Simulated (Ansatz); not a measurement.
An input for the plane-wave PAW code Ansatz:

```yaml
crystal:
  lattice:
    - [-4.4555, 4.4555, 4.4555]
    - [4.4555, -4.4555, 4.4555]
    - [4.4555, 4.4555, -4.4555]
  atoms:
    - { symbol: Mn, position: [0.0, 0.0, 0.0], spin: 3.5 }
    - { symbol: Mn, position: [0.36426, 0.36426, 0.36426], spin: 3.5 }
    - { symbol: Mn, position: [0.0, 0.0, 0.63574], spin: 3.5 }
    - { symbol: Mn, position: [0.0, 0.63574, 0.0], spin: 3.5 }
    - { symbol: Mn, position: [0.63574, 0.0, 0.0], spin: 3.5 }
    - { symbol: Mn, position: [0.17916, 0.80764, 0.80764], spin: 3.5 }
    - { symbol: Mn, position: [0.0, 0.37152, 0.19236], spin: 3.5 }
    - { symbol: Mn, position: [0.0, 0.19236, 0.37152], spin: 3.5 }
    - { symbol: Mn, position: [0.82084, 0.62848, 0.62848], spin: 3.5 }
    - { symbol: Mn, position: [0.80764, 0.17916, 0.80764], spin: 3.5 }
    - { symbol: Mn, position: [0.37152, 0.0, 0.19236], spin: 3.5 }
    - { symbol: Mn, position: [0.62848, 0.82084, 0.62848], spin: 3.5 }
    - { symbol: Mn, position: [0.19236, 0.0, 0.37152], spin: 3.5 }
    - { symbol: Mn, position: [0.80764, 0.80764, 0.17916], spin: 3.5 }
    - { symbol: Mn, position: [0.62848, 0.62848, 0.82084], spin: 3.5 }
    - { symbol: Mn, position: [0.37152, 0.19236, 0.0], spin: 3.5 }
    - { symbol: Mn, position: [0.19236, 0.37152, 0.0], spin: 3.5 }
    - { symbol: Mn, position: [0.71412, 0.32249, 0.32249], spin: 3.5 }
    - { symbol: Mn, position: [0.0, 0.39163, 0.67751], spin: 3.5 }
    - { symbol: Mn, position: [0.0, 0.67751, 0.39163], spin: 3.5 }
    - { symbol: Mn, position: [0.28588, 0.60837, 0.60837], spin: 3.5 }
    - { symbol: Mn, position: [0.32249, 0.71412, 0.32249], spin: 3.5 }
    - { symbol: Mn, position: [0.39163, 0.0, 0.67751], spin: 3.5 }
    - { symbol: Mn, position: [0.60837, 0.28588, 0.60837], spin: 3.5 }
    - { symbol: Mn, position: [0.67751, 0.0, 0.39163], spin: 3.5 }
    - { symbol: Mn, position: [0.32249, 0.32249, 0.71412], spin: 3.5 }
    - { symbol: Mn, position: [0.60837, 0.60837, 0.28588], spin: 3.5 }
    - { symbol: Mn, position: [0.39163, 0.67751, 0.0], spin: 3.5 }
    - { symbol: Mn, position: [0.67751, 0.39163, 0.0], spin: 3.5 }
basis:
  ecutwfc: 420
  ecutrho_ratio: 4
kpoints:
  mp_grid: { grid: [4, 4, 4] }
hamiltonian:
  xc: pbesol
scf:
  occupations: { method: gaussian, width: 0.05 }
output:
  forces: true
  stress: true
  eigenvalues: true
  populations: true
magnetization:
  spin_polarized: true
relax:
  f_tol: 0.01
  max_steps: 60
  cell: { stress_tol: 0.04 }
```

Launched as:
```sh
ansatz run input.yaml --threads 16 --pin off --max-ram 28672MiB --backend cpu --events-out ev --progress --plain --runs-dir out
```

**Question.** Before reading the output: what should come out?

**Answer.** Final volume 10.53 Å³/atom, energy lowered by 160.1 meV/atom, pressure 0.0 GPa, gap on the mesh zero (metallic), site spin moments Mn 2.44, -1.46, -0.06, 0.21 μB (PBEsol, scalar-relativistic).

What the program printed, in part:

```
Pseudopotentials: kind: paw
Pseudopotential: Mn, paw, valence charge 15, recommended cutoff 420 eV (normal), Mn.paw.azcp
Crystal: 29 atoms, lattice volume = 353.793 Å³
Basis set: ecut = 420 eV, 6819 PW (Γ), exchange–correlation on 108×108×108 points (8 copies of the dense FFT grid, shifted against one another)
Bands: 322, of which v1, the nominal top of the filled ones, is band 218 counted from 1 (217 counted from 0)
Symmetry: 24 space group operations
Space group: I-43m (ITA 217), of the structure as read, at distance tolerance 7.1e-5 Å
Magnetic group: BNS 217.78 (UNI 1580), of the structure as read, at distance tolerance 7.1e-5 Å
k-points: 8 of 64 (time reversal used)
Initial density: superposition of atomic densities (chi_scale 0.1, normalization cell)
Starting moments: Σ|m| = 101.5 μB on 29 of 29 sites
Initial wavefunctions: pseudopotential atomic-orbital guess
Functional: x = pbesol(κ = 0.804, μ = 0.12346), c = pbesol(β = 0.046)
```

SCF trace (energy estimate counted from the last row; the run made several SCF loops, for ionic steps, more bands or searches for a lower state, numbered loop.iteration):
```tsv
iteration	ΔE (eV)	density residual (eV)	M (μB)
1.1	35.050	3.78e1	72.443
1.2	43.180	6.00e0	72.085
1.3	27.323	3.99e-1	65.352
1.4	15.234	3.41e-1	53.580
1.5	12.544	2.08e-1	48.713
1.6	-3.436	5.65e-1	14.886
1.7	4.614	2.11e0	12.079
1.8	4.425	8.25e-1	11.692
1.9	4.355	1.54e0	10.290
1.10	4.636	3.24e-2	10.476
1.11	4.607	4.13e-2	10.594
1.12	4.648	1.61e-2	9.908
1.13	4.643	5.72e-3	9.328
…	…	…	…
7.10	0.000	2.43e-10	-1.471
7.11	0.000	1.99e-10	-1.471
7.12	0.000	4.49e-12	-1.471
7.13	0.000	1.83e-10	-1.471
```

```
SCF converged after 13 iterations
Magnetization: -1.4705 μB (216.7647 up, 218.2353 down)
Absolute magnetization: 12.8831 μB (∫|ρ↑−ρ↓|, with the PAW one-centre terms)
Per-site moments (μB) at R_I (Å): [(2.44229, 1.08195), (-1.45588, 1.00409), (-1.45588, 1.00409), (-1.45588, 1.00409), (-1.45588, 1.00409), (-0.05798, 0.87863), (-0.05798, 0.87863), (-0.05798, 0.87863), (-0.05798, 0.87863), (-0.05798, 0.87863), (-0.05798, 0.87863), (-0.05798, 0.87863), (-0.05798, 0.87863), (-0.05798, 0.87863), (-0.05798, 0.87863), (-0.05798, 0.87863), (-0.05798, 0.87863), (0.21205, 0.92735), (0.21205, 0.92735), (0.21205, 0.92735), (0.21205, 0.92735), (0.21205, 0.92735), (0.21205, 0.92735), (0.21205, 0.92735), (0.21205, 0.92735), (0.21205, 0.92735), (0.21205, 0.92735), (0.21205, 0.92735), (0.21205, 0.92735)]
Free energy (F): -112195.938608 eV
E sigma→0 (E₀):  -112195.917464 eV
Entropy (-TS):   -0.042288 eV (-1.458 meV/atom)
Fermi energy:    20.699137 eV
--- Forces (eV/Å), atoms counted from 1 ---
  atom   1  Mn     0.00000000     0.00000000     0.00000000
  atom   2  Mn    -0.00383807    -0.00383807    -0.00383807
  atom   3  Mn     0.00383807     0.00383807    -0.00383807
  atom   4  Mn     0.00383807    -0.00383807     0.00383807
  atom   5  Mn    -0.00383807     0.00383807     0.00383807
  atom   6  Mn    -0.00391420    -0.00982178    -0.00982178
  atom   7  Mn     0.00391420     0.00982178    -0.00982178
  atom   8  Mn     0.00391420    -0.00982178     0.00982178
  atom   9  Mn    -0.00391420     0.00982178     0.00982178
  atom  10  Mn    -0.00982178    -0.00391420    -0.00982178
  atom  11  Mn     0.00982178     0.00391420    -0.00982178
  atom  12  Mn     0.00982178    -0.00391420     0.00982178
  atom  13  Mn    -0.00982178     0.00391420     0.00982178
  atom  14  Mn    -0.00982178    -0.00982178    -0.00391420
  atom  15  Mn     0.00982178     0.00982178    -0.00391420
  atom  16  Mn     0.00982178    -0.00982178     0.00391420
  atom  17  Mn    -0.00982178     0.00982178     0.00391420
  atom  18  Mn    -0.00286583     0.00079727     0.00079727
  atom  19  Mn     0.00286583    -0.00079727     0.00079727
  atom  20  Mn     0.00286583     0.00079727    -0.00079727
  atom  21  Mn    -0.00286583    -0.00079727    -0.00079727
  atom  22  Mn     0.00079727    -0.00286583     0.00079727
  atom  23  Mn    -0.00079727     0.00286583     0.00079727
  atom  24  Mn    -0.00079727    -0.00286583    -0.00079727
  atom  25  Mn     0.00079727     0.00286583    -0.00079727
  atom  26  Mn     0.00079727     0.00079727    -0.00286583
  atom  27  Mn    -0.00079727    -0.00079727    -0.00286583
  atom  28  Mn    -0.00079727     0.00079727     0.00286583
  atom  29  Mn     0.00079727    -0.00079727     0.00286583
--- Stress (GPa, compression-positive) ---
       -0.016020       0.000000       0.000000
        0.000000      -0.016020       0.000000
        0.000000       0.000000      -0.016020
  P = ⅓ Tr σ = -0.0160 GPa (-0.160 kbar)
--- Relaxed structure (6 steps of the walk, 6 accepted, 1 SCFs on fresh bases) ---
  F+E_penalty+E_count = -112195.93860764 eV   max|allowed force component| = 9.822e-3 eV/Å   (the final SCF, on the basis selected at the relaxed cell)
  cell:  # Å, volume = 305.4452 Å³
    - [-4.24253, 4.24253, 4.24253]
    - [4.24253, -4.24253, 4.24253]
    - [4.24253, 4.24253, -4.24253]
  atoms:
    - { symbol: Mn, position: [0.00000, 0.00000, 0.00000] }
    - { symbol: Mn, position: [0.36525, 0.36525, 0.36525] }
    - { symbol: Mn, position: [0.0, 0.0, 0.63475] }
    - { symbol: Mn, position: [0.0, 0.63475, 0.0] }
    - { symbol: Mn, position: [0.63475, 0.0, 0.0] }
    - { symbol: Mn, position: [0.17751, 0.80626, 0.80626] }
    - { symbol: Mn, position: [0.0, 0.37124, 0.19374] }
    - { symbol: Mn, position: [0.0, 0.19374, 0.37124] }
    - { symbol: Mn, position: [0.82249, 0.62876, 0.62876] }
    - { symbol: Mn, position: [0.80626, 0.17751, 0.80626] }
    - { symbol: Mn, position: [0.37124, 0.0, 0.19374] }
    - { symbol: Mn, position: [0.62876, 0.82249, 0.62876] }
    - { symbol: Mn, position: [0.19374, 0.0, 0.37124] }
    - { symbol: Mn, position: [0.80626, 0.80626, 0.17751] }
    - { symbol: Mn, position: [0.62876, 0.62876, 0.82249] }
    - { symbol: Mn, position: [0.37124, 0.19374, 0.0] }
    - { symbol: Mn, position: [0.19374, 0.37124, 0.0] }
    - { symbol: Mn, position: [0.71312, 0.32065, 0.32065] }
    - { symbol: Mn, position: [0.0, 0.39246, 0.67935] }
    - { symbol: Mn, position: [0.0, 0.67935, 0.39246] }
    - { symbol: Mn, position: [0.28688, 0.60754, 0.60754] }
    - { symbol: Mn, position: [0.32065, 0.71312, 0.32065] }
    - { symbol: Mn, position: [0.39246, 0.0, 0.67935] }
    - { symbol: Mn, position: [0.60754, 0.28688, 0.60754] }
    - { symbol: Mn, position: [0.67935, 0.0, 0.39246] }
    - { symbol: Mn, position: [0.32065, 0.32065, 0.71312] }
    - { symbol: Mn, position: [0.60754, 0.60754, 0.28688] }
    - { symbol: Mn, position: [0.39246, 0.67935, 0.0] }
    - { symbol: Mn, position: [0.67935, 0.39246, 0.0] }
--- Löwdin populations: 29 sites ---
  site symbol       q [e]    m [muB]
     0     Mn     14.6866     2.5756
     1     Mn     14.7920    -1.5713
     2     Mn     14.7920    -1.5713
     3     Mn     14.7920    -1.5713
     4     Mn     14.7920    -1.5713
     5     Mn     14.8432    -0.0610
     6     Mn     14.8432    -0.0610
     7     Mn     14.8432    -0.0610
     8     Mn     14.8432    -0.0610
     9     Mn     14.8432    -0.0610
    10     Mn     14.8432    -0.0610
    11     Mn     14.8432    -0.0610
    12     Mn     14.8432    -0.0610
    13     Mn     14.8432    -0.0610
    14     Mn     14.8432    -0.0610
    15     Mn     14.8432    -0.0610
    16     Mn     14.8432    -0.0610
    17     Mn     14.8468     0.2422
    18     Mn     14.8468     0.2422
    19     Mn     14.8468     0.2422
    20     Mn     14.8468     0.2422
    21     Mn     14.8468     0.2422
    22     Mn     14.8468     0.2422
    23     Mn     14.8468     0.2422
    24     Mn     14.8468     0.2422
    25     Mn     14.8468     0.2422
    26     Mn     14.8468     0.2422
    27     Mn     14.8468     0.2422
    28     Mn     14.8468     0.2422
```

Run time: 2.9 min on 16 threads of Intel(R) Xeon(R) 6975P-C (Granite Rapids), on a shared host, peak memory 7.7 GiB.

Absolute energies hang on the potentials; compare differences alone.

Site moments are of spin, integrated over atomic spheres. Only parallel moments were tried, so the real magnetic order may be another.
